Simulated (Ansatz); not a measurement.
The system is BaTiO3 (Barioperovskite).

```xyz
5
Lattice="3.9855 0.0000 0.0000 0.0000 2.8369 2.8451 0.0000 -2.8369 2.8451" Properties=species:S:1:pos:R:3 pbc="T T T"
Ba    0.0000    0.0000    0.0000
Ti    1.9928    0.0000    2.9157
O     1.9928    1.3804    4.2594
O     1.9928   -1.3804    4.2594
O     0.0000    0.0000    2.7735
```

Program: Ansatz 0.2.0. Alike in all runs: task band structure; cell as given; k mesh 7 × 7 × 7; smearing fermi-dirac 0.05 eV.

Task: Order these runs on this cell by their pressure, lowest first.
A. level PBE; potentials or basis PseudoDojo standard (PBE files); spin off; cutoff (eV) 1143
B. level r2SCAN; potentials or basis Ansatz PAW; spin off; cutoff (eV) 500
C. level PBEsol; potentials or basis Ansatz PAW; spin SOC, no magnetisation; cutoff (eV) 420

Result: C (-3.9 GPa), B (-0.9 GPa), A (1.9 GPa).

Caveats: the PAW data sets come from PBE, with cores solved anew for the run's functional, which leaves a small shift of forces and pressure (some runs).
